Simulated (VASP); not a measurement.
Energy against volume of GeO$_{2}$ (rutile). All values below come from LDA (Ceperley-Alder, Perdew-Zunger), VASP's LDA PAW potentials (set 64) (plane waves; VASP 6.6.1). Run with 520 eV cut-off, 5×5×8 Γ-centred mesh, Gaussian smearing of 0.050 eV, potentials Ge_d O.

Shape and ions are relaxed at each volume.

| V (Å³/atom) | E (eV/atom) |
|---|---|
| 8.665 | -7.28084 |
| 8.942 | -7.30331 |
| 9.218 | -7.31031 |
| 9.495 | -7.30458 |

Problem. Fit these four points and predict the energy of the run at 9.771 Å³/atom.

Solution. A cubic in V^(−2/3), the third-order Birch-Murnaghan form, passes through the four points with V0 = 9.22 Å³/atom and B0 = 244 GPa, and gives -7.2884 eV/atom there. The run gave -7.2885 eV/atom, -0.2 meV/atom from the fit; all five points give B0 = 243 GPa.

The compound is GeO2 in the rutile structure. It was relaxed first.
